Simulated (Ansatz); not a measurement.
**Band topology of AgI with spin–orbit coupling — Ansatz, plane waves and PAW**

Space group P6_3mc (No. 186), 4 atoms in the cell of the first input below: a = 4.580 Å, b = 4.580 Å, c = 7.510 Å, α = 90.00°, β = 90.00°, γ = 120.00°.

The structure is a measured one, not always of the ambient phase, taken without relaxation (pressure 2.0 GPa with this functional, without spin–orbit coupling). Functional: PBE.

Input:

```yaml
crystal:
  lattice:
    - [4.5800019196, -1.0e-10, 0.0]
    - [-2.2900009597, 3.9663980118, 0.0]
    - [0.0, 0.0, 7.5100005554]
  atoms:
    - { symbol: Ag, position: [0.3333333333, 0.6666666667, 0.0] }
    - { symbol: Ag, position: [0.6666666667, 0.3333333333, 0.5] }
    - { symbol: I, position: [0.3333333333, 0.6666666667, 0.375] }
    - { symbol: I, position: [0.6666666667, 0.3333333333, 0.875] }
basis:
  ecutwfc: 420
  ecutrho_ratio: 4
kpoints:
  mp_grid: { grid: [6, 6, 4] }
hamiltonian:
  xc: pbe
scf:
  occupations: { method: gaussian, width: 0.05 }
output:
  forces: true
  stress: true
  eigenvalues: true
  populations: true
  topological_invariants: true
magnetization:
  noncollinear: true
  spin_orbit: true
```

```bash
ansatz run input.yaml --threads 8 --pin off --max-ram 15360MiB --backend cpu --events-out ev --progress --plain --runs-dir out
```

Time: 84 s on 8 threads of Arm Neoverse V2 (shared host), peak memory 2 GiB.

Without spin–orbit coupling the gap on a 8×8×6 mesh is 1.36 eV. With it, in a separate run (self-consistent on 6×6×4, bands on 10×10×6), a gap of 1.14 eV parts the filled from the empty bands (a gap on a mesh is an upper bound, as the edges may lie between its points, so gaps on unlike meshes don't measure the coupling's effect alone). The indices are those of the lowest 72 bands, and their direct separation from the next band is open. They come from Wilson loops on the time-reversal planes.

**Question.** The cell is scaled in volume by 0.96 and 1.05 with the atoms carried along. Do the indices change?

**Answer.** No.

| volume ratio | pressure with spin–orbit coupling (GPa) | smallest direct separation sampled (eV) | at k | separation | Z2 |
| --- | --- | --- | --- | --- | --- |
| 0.96 | 3.7 | 1.141 | 0.00 0.00 0.00 | open | (0;000) |
| 1.00 | 2.0 | 1.139 | 0.00 0.00 0.00 | open | (0;000) |
| 1.05 | 0.5 | 1.138 | 0.00 0.00 0.00 | open | (0;000) |

Caveats: Kohn–Sham gaps are too small; Z2 indices don't see topology that rests on crystal symmetry, and an even number of inversions cancels; the cell shown stands at 2.0 GPa, so it isn't this functional's equilibrium.

AgI remains a Z2-trivial insulator at all three volumes. The smallest sampled direct separation stays at Γ and barely moves, from 1.141 eV in the compressed cell to 1.138 eV in the expanded one, so nothing here points to an approaching band inversion. The usual band order explains the trivial indices: the valence top is iodine p mixed with silver d, while the conduction minimum is mainly s-like. Spin–orbit coupling, strong on iodine, splits the valence top and pushes its upper part towards the conduction band, but evidently not far enough to exchange the two.

The weak volume dependence probably reflects a cancellation. Compression raises the antibonding s-like conduction state, but it also strengthens the p–d repulsion that lifts the valence top, so the two edges move together. The result covers uniform scaling of the wurtzite cell only and doesn't carry over to the rock-salt phase that AgI adopts under pressure, where inversion symmetry forbids p–d mixing at Γ and reshapes the valence band.
